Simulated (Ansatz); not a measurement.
# LiH: a single-point run

The task is a single-point run on LiH. The structure is shown as the input types it. The cell is built on a prototype (CsCl type) and needn't be the phase found in nature.

Computed with Ansatz 0.2.0 (density functional or hybrid calculation with the settings of its input, plane waves (as first typed), unless a step's input says otherwise).

2 further runs of the same task are left out: 2 that didn't finish.

**1. The system as given**

The structure is cubic, space group Pm-3m (No. 221). The conventional cell has a = 2.502 Å, b = 2.502 Å, c = 2.502 Å, α = 90.00°, β = 90.00°, γ = 90.00°. Li (site symmetry m-3m) is surrounded by 8 H at 2.17 Å. Around H (site symmetry m-3m) lie 8 Li at 2.17 Å.

As a file:

```xyz
2
Lattice="2.5017 0.0000 0.0000 0.0000 2.5017 0.0000 0.0000 0.0000 2.5017" Properties=species:S:1:pos:R:3 pbc="T T T"
Li    0.0000    0.0000    0.0000
H     1.2508    1.2508    1.2508
```

**2. Input and run**

The input, input.yaml:

```yaml
crystal:
  lattice:
    - [2.5016587118, 0.0, 0.0]
    - [0.0, 2.5016587118, 0.0]
    - [0.0, 0.0, 2.5016587118]
  atoms:
    - { symbol: Li, position: [0.0, 0.0, 0.0] }
    - { symbol: H, position: [0.5, 0.5, 0.5] }
kpoints:
  mp_grid: { grid: [8, 8, 8] }
hamiltonian:
  xc: pbesol
scf:
  occupations: { method: fixed }
  n_extra_bands: 4
  mixing: { beta: 5.0 }
  max_iter: 95
output:
  forces: true
  stress: true
  eigenvalues: true
```

The run is started by

```
$ ansatz run input.yaml --threads 4 --pin off --max-ram 3686MiB --backend cpu --events-out ev --progress --plain --runs-dir out
```

**Question.** How will this run end, and is anything wrong with its input?

The program refused the input before any cycle. Its message: «invalid value for `scf.mixing.beta`: must be finite and in (0, 1]; got 5»

The suspect setting: scf.mixing.beta is 5.0. The number typed is not permitted for that setting.

The cure: delete scf.mixing.beta (the default then holds).
